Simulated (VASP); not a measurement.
A run of VASP 6.6.1 is set up as follows.

The input INCAR:

```
ALGO = Fast ; EDIFF = 1E-6
ENCUT = 520 ; GGA = CA
ISIF = 2 ; ISMEAR = 0
ISPIN = 2 ; LASPH = True
LCHARG = False ; LDAU = True
LDAUJ = 0.9 0 ; LDAUL = 2 -1
LDAUPRINT = 1 ; LDAUTYPE = 1
LDAUU = 2 0 ; LMAXMIX = 4
LORBIT = 11 ; LREAL = False
LWAVE = False ; MAGMOM = 1 0
NBANDS = 19 ; NELM = 150
NUPDOWN = 1.0 ; PREC = Accurate
SIGMA = 0.05
```

KPOINTS

```
k-points
0
Gamma
  7 7 7
```

The input POSCAR:

```
TaN
1.0
    2.9380011100      0.0000000000      0.0000000000
   -1.4690005500      2.5443836000      0.0000000000
    0.0000000000      0.0000000000      2.8830022100
Ta N
1 1
Direct
    0.3333333333      0.6666666667      0.5000000000
    0.0000000000      0.0000000000      0.0000000000
```

Potentials or basis: VASP PAW LDA potentials, release 64 (Ta_pv, N).

The run is started by

```bash
$ cat potpaw_LDA.64/Ta_pv/POTCAR potpaw_LDA.64/N/POTCAR > POTCAR
$ mpirun -np 1 vasp_std > vasp.out
```

(1) Estimate the pressure.

Answers

(1) 1.1 GPa.

Caveat: the total moment is fixed, so each spin has its own Fermi level.
